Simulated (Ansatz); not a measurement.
**Se: how well frozen cores do**

The same cell of Se is computed with LAPW, all electrons, PAW on the default files and datasets made for this crystal, to set the results side by side.

Method: DFT PBE, scalar-relativistic, in Ansatz 0.2.0.

**1. The structure to begin with**

The structure is trigonal, space group P3_121 (No. 152). The conventional cell has a = 4.366 Å, b = 4.366 Å, c = 4.954 Å, α = 90.00°, β = 90.00°, γ = 120.00°. Se (site symmetry 2) has 2 Se at 2.37 Å as nearest neighbours.

Structure file:

```
CELL_PARAMETERS angstrom
4.36620 0.00000 0.00000
-2.18310 3.78124 0.00000
0.00000 0.00000 4.95360
ATOMIC_POSITIONS crystal
Se 0.22540 0.00000 0.33333
Se 0.00000 0.22540 0.66667
Se 0.77460 0.77460 0.00000
```

Structure: COD 9012501, as refined from experiment and not relaxed.

Atoms are numbered in the order of the input: Se1, Se2, Se3.

**2. LAPW, all electrons**

File input.yaml:

```yaml
crystal:
  lattice:
    - [4.3661999489, 0.0, 0.0]
    - [-2.1830999745, 3.7812400738, 0.0]
    - [0.0, 0.0, 4.9536]
  atoms:
    - { symbol: Se, position: [0.2254, 0.0, 0.3333333333] }
    - { symbol: Se, position: [0.0, 0.2254, 0.6666666667] }
    - { symbol: Se, position: [0.7746, 0.7746, 0.0] }
kpoints:
  mp_grid: { grid: [6, 6, 5] }
  band_path:
    path:
      - [0.0, 0.0, 0.0]
      - [0.5, 0.0, 0.0]
      - [0.3333333333, 0.3333333333, 0.0]
      - [0.0, 0.0, 0.0]
      - [0.0, 0.0, 0.5]
      - [0.5, 0.0, 0.5]
      - [0.3333333333, 0.3333333333, 0.5]
      - [0.0, 0.0, 0.5]
      - [0.5, 0.0, 0.5]
    npoints: 14
scf:
  occupations: { method: fermi_dirac, width: 0.03 }
hamiltonian:
  xc: pbe
  pseudopotentials: { kind: all_electron, lapw: { basis_error: 0.001 } }
output:
  forces: true
  stress: true
  eigenvalues: true
  populations: true
  dos: { projected: true, de: 0.2, e_range: [-14, 8] }
```

Started as:

```console
$ ansatz run input.yaml --threads 1 --pin off --max-ram 4096MiB --backend cpu --events-out ev --progress --plain --runs-dir out
```

**3. PAW on the default files**

input.yaml: that of step 2 with these lines changed.

```diff
@@ -27,3 +27,3 @@
   xc: pbe
-  pseudopotentials: { kind: all_electron, lapw: { basis_error: 0.001 } }
+  pseudopotentials: { kind: paw }
 output:
@@ -32,3 +32,9 @@
   eigenvalues: true
+  efg: { contact_densities: true }
   populations: true
+  bader: true
   dos: { projected: true, de: 0.2, e_range: [-14, 8] }
+  write_density: true
+  write_potential: true
+  elf: true
+  volumetric_format: npy
```

**4. Datasets made for this crystal**

input.yaml: that of step 3 with these lines changed.

```diff
@@ -22,3 +22,3 @@
       - [0.5, 0.0, 0.5]
-    npoints: 14
+    npoints: 8
 scf:
@@ -27,3 +27,3 @@
   xc: pbe
-  pseudopotentials: { kind: paw }
+  pseudopotentials: { kind: all_electron, datasets: crystal }
 output:
@@ -33,8 +33 @@
   efg: { contact_densities: true }
-  populations: true
-  bader: true
-  dos: { projected: true, de: 0.2, e_range: [-14, 8] }
-  write_density: true
-  write_potential: true
-  elf: true
-  volumetric_format: npy
```

(Steps that only read results are left out.)

Q: Predict the outcome of this session. Wanted: pressure; gap; largest force; Bader charges; highest ELF.

**Answer**, as computed:

```
           quantity                                               value
           pressure      LAPW 2.77, PAW 2.78, crystal datasets 2.77 GPa
         gap (LAPW)                       1.03 eV, indirect from L to H
      largest force  LAPW 0.394, PAW 0.400, crystal datasets 0.394 eV/Å
Bader charges (PAW)                                         Se1 +0.00 e
  highest ELF (PAW)                                0.90, 0.97 Å from Se
```

In words: At this geometry the cell is under compression of 2.8 GPa, so it would expand if let go. A gap opens: 1.03 eV, indirect from L to H. It is the Kohn-Sham gap of a semilocal functional, which mostly lies below the gap found in experiment. Se 4p states make 97 % of the projected weight in the top eV of the valence band. The projection holds only the free atom's occupied shells (Se 4s, Se 4p in this range). The field gradient at Se1, the largest by crystal datasets, is -52.03 by PAW and -52.39 by crystal datasets (10²¹ V/m²), within 5 %. PAW lies less than 0.01 GPa from LAPW in pressure and -0.01 eV in the gap. The forces differ by at most 6 meV/Å in a component, on a largest force of 0.394 eV/Å. The price, with the outputs that each input asks for: 87 s for LAPW against 47 s for PAW, about 1.8 to one.
